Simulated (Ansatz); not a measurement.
Crystal: CuO.

```
Cu O
1.0
     0.00000    2.11656    2.11656
     2.11656    0.00000    2.11656
     2.11656    2.11656    0.00000
Cu O
1 1
Direct
  0.02950 0.02810 0.90803
  0.47050 0.47190 0.59197
```

The cell comes from a database or a generator and needn't be the stable form of this composition.

```yaml
Program: Ansatz 0.2.0
Task: relaxation of cell and atoms
Functional: LDA
Potentials_or_basis: all-electron LAPW, scalar-relativistic
Basis_error_allowed: 0.002 eV/atom
k_mesh: 9 × 9 × 9
Occupations: fermi-dirac, width 0.05 eV
Spin: no spin polarisation
```

At the start: volume 9.48 Å³/atom.

Task: Where does the relaxation end?

Result: Over 10 steps the energy falls by 202.6 meV/atom and the volume is 8.76 Å³/atom (-7.6 %); space group Fm-3m (No. 225, to 0.05 Å).

The path:
```tsv
step	energy change (eV)	largest force (eV/Å)	volume (Å³)
1	0.0000	0.6578	18.96
2	-0.0245	0.8182	18.77
3	-0.0547	0.9626	18.58
4	-0.0921	1.1026	18.40
5	-0.3773	0.2750	17.06
6	-0.3948	0.1931	17.17
7	-0.4031	0.0016	17.74
8	-0.4051	0.0012	17.54
9	-0.4051	0.0003	17.52
10	-0.4051	0.0003	17.52
```

Final structure:
```
Cu O
1.0
     0.00000    2.06150    2.06104
     2.06165    0.00000    2.06104
     2.06164    2.06149    0.00001
Cu O
1 1
Direct
  0.00000 0.00000 0.99999
  0.50000 0.50000 0.50001
```

Caveat: the k mesh is thin for a metal, which can move the energy by tens of meV per atom; the run has no spin polarisation, though such a crystal can be magnetic.
